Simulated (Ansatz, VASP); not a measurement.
**One calculation of GaSb, two programs**

```
Ga Sb
1.0
     0.00000    3.06588    3.06588
     3.06588    0.00000    3.06588
     3.06588    3.06588    0.00000
Ga Sb
1 1
Cartesian
  0.0000 0.0000 0.0000
  1.5329 1.5329 1.5329
```

Alike in both runs: task single point; functional PBE; k mesh 8 × 8 × 8; occupations fermi-dirac, width 0.02 eV; no spin polarisation.

|  | VASP | Ansatz |
| --- | --- | --- |
| version | VASP 6.6.1 | Ansatz 0.2.0 |
| potentials or method | VASP PAW PBE potentials, release 64 (Ga_d, Sb) | plane waves, PAW |
| plane-wave cutoff (eV) | 520 | 420 |
| valence electrons in the cell | 18 | 28 |

```tsv
	VASP	Ansatz	Ansatz less VASP
pressure (GPa)	2.1	2.0	-0.08
```

The functional is the same, so the differences come from potentials, cutoffs and numerics. The two sets of potentials don't hold the same shells in valence.

The runs have no spin-orbit coupling, so splittings on Sb are missing.
